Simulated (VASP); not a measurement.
# GaP (F-43m) in VASP: notebook, part 2 of 3

VASP 6.6.1. Earlier steps stand in the parts before.

## (4) Relaxation of the atoms, r2SCAN (a relaxed cell with its volume scaled by 0.96)

Contents of INCAR:

```
PREC     = Accurate       # precision mode
ENCUT    = 600            # plane-wave cutoff, eV
EDIFF    = 1E-7           # SCF threshold, eV
ISMEAR   = 0              # smearing method
SIGMA    = 0.03           # smearing width, eV
LREAL    = F              # projectors in reciprocal space
LASPH    = T              # aspherical terms in the spheres
NELM     = 80             # most SCF steps
ALGO     = Normal         # electronic algorithm
ISIF     = 2              # what is computed and relaxed
LWAVE    = F              # write WAVECAR
LCHARG   = F              # write CHGCAR
METAGGA  = R2SCAN         # meta-GGA
LMIXTAU  = T            
IBRION   = 2              # ionic algorithm
NSW      = 40             # ionic steps
EDIFFG   = -0.01          # ionic threshold
```

Contents of KPOINTS:

```
regular mesh
0
Gamma
  8 8 8
```

Contents of POSCAR:

```
GaP                                     
1.0
    0.0000000000      2.6884177822      2.6884177822
    2.6884177822      0.0000000000      2.6884177822
    2.6884177822      2.6884177822      0.0000000000
  Ga              P             
     1     1
Direct
     0.0000000000000000    0.0000000000000000    0.0000000000000000
     0.2500000000000000    0.2500000000000000    0.2500000000000000
```

Potentials or basis: VASP PAW PBE potentials, release 64 (Ga_d, P).

Started as:

```sh
$ cat potpaw_PBE.64/Ga_d/POTCAR potpaw_PBE.64/P/POTCAR > POTCAR
$ mpirun -np 1 vasp_std > vasp.out
```

OUTCAR:

```text
PREC = Accurate
   ENCUT = 600
   EDIFF = 1E-7
   ISMEAR = 0
   LREAL = F
   LASPH = T
   NELM = 80
   ISIF = 2
   METAGGA = R2SCAN
   IBRION = 2
   NSW = 40
   EDIFFG = -0.01

 ion  position               nearest neighbor table
   1  0.000  0.000  0.000-   2 2.33   2 2.33   2 2.33   2 2.33
   2  0.250  0.250  0.250-   1 2.33   1 2.33   1 2.33   1 2.33

  LATTYP: Found a face centered cubic cell.
 ALAT       =     5.3768355644

  Lattice vectors:

 A1 = (   0.0000000000,   2.6884177822,   2.6884177822)
 A2 = (   2.6884177822,   0.0000000000,   2.6884177822)
 A3 = (   2.6884177822,   2.6884177822,   0.0000000000)

Analysis of symmetry for initial positions (statically):
=====================================================================
 Subroutine PRICEL returns:
 Original cell was already a primitive cell.

 Routine SETGRP: Setting up the symmetry group for a
 face centered cubic supercell.

 Subroutine GETGRP returns: Found 24 space group operations
 (whereof 24 operations were pure point group operations)
 out of a pool of 48 trial point group operations.

The static configuration has the point symmetry T_d .

Analysis of symmetry for dynamics (positions and initial velocities):
=====================================================================
 Subroutine PRICEL returns:
 Original cell was already a primitive cell.

 Routine SETGRP: Setting up the symmetry group for a
 face centered cubic supercell.

 Subroutine GETGRP returns: Found 24 space group operations
 (whereof 24 operations were pure point group operations)
 out of a pool of 48 trial point group operations.

The dynamic configuration has the point symmetry T_d .

 Subroutine INISYM returns: Found 24 space group operations
 (whereof 24 operations are pure point group operations),
 and found     1 'primitive' translations

----------------------------------------------------------------------------------------

                                     Primitive cell

  volume of cell :      38.8616

  direct lattice vectors                    reciprocal lattice vectors
     0.000000000  2.688417782  2.688417782    -0.185982998  0.185982998  0.185982998
     2.688417782  0.000000000  2.688417782     0.185982998 -0.185982998  0.185982998
     2.688417782  2.688417782  0.000000000     0.185982998  0.185982998 -0.185982998

  length of vectors
     3.801996889  3.801996889  3.801996889     0.322132003  0.322132003  0.322132003

  position of ions in fractional coordinates (direct lattice)
     0.000000000  0.000000000  0.000000000
     0.250000000  0.250000000  0.250000000

  ion indices of the primitive-cell ions
   primitive index   ion index
                 1           1
                 2           2

----------------------------------------------------------------------------------------

 KPOINTS: regular mesh

Automatic generation of k-mesh.
 Grid dimensions read from file:
 generate k-points for:    8    8    8

 Generating k-lattice:

  Cartesian coordinates                     Fractional coordinates (reciprocal lattice)
    -0.023247875  0.023247875  0.023247875     0.125000000  0.000000000  0.000000000
     0.023247875 -0.023247875  0.023247875     0.000000000  0.125000000  0.000000000
     0.023247875  0.023247875 -0.023247875     0.000000000  0.000000000  0.125000000

  Length of vectors
     0.040266500  0.040266500  0.040266500

  Shift w.r.t. Gamma in fractional coordinates (k-lattice)
     0.000000000  0.000000000  0.000000000

 Subroutine IBZKPT returns following result:
 ===========================================

 Found     29 irreducible k-points:

 Following reciprocal coordinates:
            Coordinates               Weight
  0.000000  0.000000  0.000000      1.000000
  0.125000  0.000000  0.000000      8.000000
  0.250000  0.000000  0.000000      8.000000
  0.375000  0.000000  0.000000      8.000000
  0.500000  0.000000  0.000000      4.000000
  0.125000  0.125000  0.000000      6.000000
[... 16 lines left out ...]
  0.500000  0.250000  0.125000     48.000000
 -0.375000  0.250000  0.125000     24.000000
 [... further k-points ...]
   k-points           NKPTS =     29   k-points in BZ     NKDIM =     29   number of bands    NBANDS=     13
   number of dos      NEDOS =    301   number of ions     NIONS =      2
   total plane-waves  NPLWV =  27000
   dimension x,y,z NGX =    30 NGY =   30 NGZ =   30
   dimension x,y,z NGXF=    60 NGYF=   60 NGZF=   60
   ions per type =               1   1
   NGX,Y,Z   is equivalent  to a cutoff of  13.12, 13.12, 13.12 a.u.
   NGXF,Y,Z  is equivalent  to a cutoff of  26.24, 26.24, 26.24 a.u.
 SYSTEM =  unknown system
   PREC   = accura    normal or accurate (medium, high low for compatibility)
   ISTART =      0    job   : 0-new  1-cont  2-samecut
   ICHARG =      2    charge: 1-file 2-atom 10-const
   ISPIN  =      1    spin polarized calculation?
   LNONCOLLINEAR =      F non collinear calculations
   LSORBIT =      F    spin-orbit coupling
   LASPH  =      T    aspherical Exc in radial PAW
   ENCUT  =  600.0 eV  44.10 Ry    6.64 a.u.   7.59  7.59  7.59*2*pi/ulx,y,z
   NELM   =     80;   NELMIN=  2; NELMDL= -5     # of ELM steps
   EDIFF  = 0.1E-06   stopping-criterion for ELM
   LREAL  =      F    real-space projection
   EDIFFG = -.1E-01   stopping-criterion for IOM
   NSW    =     40    number of steps for IOM
   IBRION =      2    ionic relax: 0-MD 1-quasi-New 2-CG
   NFREE  =      1    steps in history (QN), initial steepest desc. (CG)
   ISIF   =      2    stress and relaxation
   ISYM   =      2    0-nonsym 1-usesym 2-fastsym
   POTIM  = 0.5000    time-step for ionic-motion
   TEBEG  =    0.0;   TEEND  =   0.0 temperature during run
   PSTRESS=    0.0 pullay stress
   NELECT =      18.0000    total number of electrons
   NUPDOWN=      -1.0000    fix difference up-down
   EMIN   =  10.00;   EMAX   =-10.00  energy-range for DOS
   EFERMI =   0.00;   METHOD = LEGACY
   ISMEAR =     0;   SIGMA  =   0.03  broadening in eV -4-tet -1-fermi 0-gaus
   EFERMI_NEDOS =   21; number of points for ismear=-14 and -15
   IALGO  =     38    algorithm
   IMIX   =      4    mixing-type and parameters
     AMIX     =   0.40;   BMIX     =  1.00
     AMIX_MAG =   1.60;   BMIX_MAG =  1.00
  volume/ion in A,a.u.               =      19.43       131.13
  Fermi-wavevector in a.u.,A,eV,Ry     =   1.266657  2.393634 21.829447  1.604419
  Thomas-Fermi vector in A             =   2.399846
   LORBIT       =      0    0 simple, 1 ext, 2 COOP (PROOUT), +10 PAW based schemes
   METAGGA = R2SCAN    functional components
   LHFCALC =     F    Hartree Fock is set to
   AEXX    =    0.0000 exact exchange contribution
   IVDW    =     0    specifies the selected vdW correction
   LEPSILON=     F    determine dielectric tensor
   LRPA    =     F    only Hartree local field effects (RPA)
 conjugate gradient relaxation of ions
 non-spin polarized calculation
 Gauss-broadening in eV      SIGMA  =   0.03
  energy-cutoff  :      600.00
  volume of cell :       38.86
 maximum number of plane-waves:      1316
   NGX = 15   NGY = 15   NGZ = 15

 number of electron      17.9999998 magnetization

 Free energy of the ion-electron system (eV)
  ---------------------------------------------------
  ext. energy  EPLUGINS =         0.00000000
  ---------------------------------------------------
  free energy    TOTEN  =       -21.44493159 eV

  energy without entropy =      -21.44493159  energy(sigma->0) =      -21.44493159

 E-fermi :   5.0984     XC(G=0): -10.7498

 val. band max:        4.8918550151   @ k =   0.0000   0.0000   0.0000
 cond. band min:       6.7174700650   @ k =   0.5000   0.5000   0.0000
 fundamental gap:      1.8256150499
 Fermi energy:         5.0984424181

 k-point     1 :       0.0000    0.0000    0.0000
  band No.  band energies     occupation
      1     -10.1732      2.00000
      2     -10.1732      2.00000
      3     -10.1731      2.00000
      4     -10.0459      2.00000
      5     -10.0459      2.00000
      6      -8.4553      2.00000
      7       4.8918      2.00000
      8       4.8919      2.00000
      9       4.8919      2.00000
     10       7.5984      0.00000
     11       9.0672      0.00000
     12       9.0672      0.00000
     13       9.0672      0.00000
[... 353 lines left out ...]
 k-point    24 :      -0.3750    0.2500    0.1250
  band No.  band energies     occupation
      1     -10.2901      2.00000
      2     -10.1338      2.00000
      3     -10.1201      2.00000
      4     -10.0525      2.00000
      5     -10.0371      2.00000
      6      -5.7027      2.00000
      7      -1.9372      2.00000
      8       1.4484      2.00000
      9       2.7650      2.00000
     10       8.8327      0.00000
     11       9.5173      0.00000
     12      11.9362      0.00000
     13      13.4544      0.00000

 [... further k-points ...]
[... 5 lines left out ...]
  --------------------------------------------------------------------------------------
  -------------------------------------------------------------------------------------
  Total        0.9456849      0.9456849      0.9456849      0.0000000      0.0000000      0.0000000
  in kB       38.9885216     38.9885216     38.9885216      0.0000000      0.0000000      0.0000000
  external PRESSURE =      38.9885216 kB  Pullay stress =       0.0000000 kB

 VOLUME and BASIS-vectors are now :
 -----------------------------------------------------------------------------
  energy-cutoff  :      600.00
  volume of cell :       38.86
      direct lattice vectors                 reciprocal lattice vectors
     0.000000000  2.688417782  2.688417782    -0.185982998  0.185982998  0.185982998
     2.688417782  0.000000000  2.688417782     0.185982998 -0.185982998  0.185982998
     2.688417782  2.688417782  0.000000000     0.185982998  0.185982998 -0.185982998

 POSITION                                       TOTAL-FORCE (eV/Angst)
 -----------------------------------------------------------------------------------
      0.00000      0.00000      0.00000        -0.000000      0.000000      0.000000
      1.34421      1.34421      1.34421         0.000000     -0.000000     -0.000000
 -----------------------------------------------------------------------------------
    total drift:                                0.000015      0.000015      0.000015

  FREE ENERGIE OF THE ION-ELECTRON SYSTEM (eV)
  ---------------------------------------------------
  free  energy   TOTEN  =       -21.4449315858 eV

  energy  without entropy=      -21.4449315858  energy(sigma->0) =      -21.44493159

 reached required accuracy - stopping structural energy minimisation
```

It took 53 s on 1 thread of Intel Xeon 6975P-C (Granite Rapids), shared host; peak memory 0.17 GiB.

Results:

```yaml
Free_energy: -21.4449 eV
Pressure_after_relaxing: 3.9 GPa
Band_gap_on_the_k_mesh: 1.83 eV, indirect (least direct gap 2.71 eV)
```

Final structure:
```
CELL_PARAMETERS angstrom
0.00000 2.68842 2.68842
2.68842 0.00000 2.68842
2.68842 2.68842 0.00000
ATOMIC_POSITIONS crystal
Ga 0.00000 0.00000 0.00000
P 0.25000 0.25000 0.25000
```

Levels at points of the mesh, in eV from the valence-band top:
```
           k point  band 6  band 7  band 8  band 9  band 10  band 11  band 12  band 13
(0.00, 0.00, 0.00)  -13.35    0.00    0.00    0.00     2.71     4.18     4.18     4.18
(0.50, 0.00, 0.00)  -11.04   -7.10   -1.23   -1.23     2.17     5.04     5.04     8.92
(0.50, 0.50, 0.00)  -10.05   -7.16   -2.95   -2.95     1.83     2.06    11.67    11.67
```

Caveat: the relaxation stopped at its first step, so nothing moved; the PAW data sets were made with another functional, which shifts forces and pressure a little. A k mesh can miss the band edges.

## (5) Relaxation of the atoms, r2SCAN (a relaxed cell with its volume scaled by 0.98)

INCAR is that of step 4.

KPOINTS is that of step 4.

Contents of POSCAR:

```
GaP                                     
1.0
    0.0000000000      2.7069591804      2.7069591804
    2.7069591804      0.0000000000      2.7069591804
    2.7069591804      2.7069591804      0.0000000000
  Ga              P             
     1     1
Direct
     0.0000000000000000    0.0000000000000000    0.0000000000000000
     0.2500000000000000    0.2500000000000000    0.2500000000000000
```

Started as:

```sh
$ cat potpaw_PBE.64/Ga_d/POTCAR potpaw_PBE.64/P/POTCAR > POTCAR
$ mpirun -np 1 vasp_std > vasp.out
```

Wall time 39 s (1 thread of Intel Xeon 6975P-C (Granite Rapids), shared host); peak memory 0.19 GiB.

The run converged. Its results:

```yaml
Free_energy: -21.4596 eV
Pressure_after_relaxing: 1.9 GPa
Band_gap_on_the_k_mesh: 1.87 eV, indirect (least direct gap 2.52 eV)
```

Final structure:
```xyz
2
Lattice="0.0000 2.7070 2.7070 2.7070 0.0000 2.7070 2.7070 2.7070 0.0000" Properties=species:S:1:pos:R:3 pbc="T T T"
Ga    0.0000    0.0000    0.0000
P     1.3535    1.3535    1.3535
```

Levels at points of the mesh, in eV from the valence-band top:
| k point | band 7 | band 8 | band 9 | band 10 | band 11 | band 12 |
| --- | --- | --- | --- | --- | --- | --- |
| (0.00, 0.00, 0.00) | 0.00 | 0.00 | 0.00 | 2.52 | 4.18 | 4.18 |
| (0.50, 0.00, 0.00) | -6.97 | -1.20 | -1.20 | 2.11 | 5.05 | 5.05 |
| (0.50, 0.50, 0.00) | -7.06 | -2.87 | -2.87 | 1.87 | 2.08 | 11.51 |

Caveat: the relaxation stopped at its first step, so nothing moved; the PAW data sets were made with another functional, which shifts forces and pressure a little. A k mesh can miss the band edges.

[end of part 2 of 3]
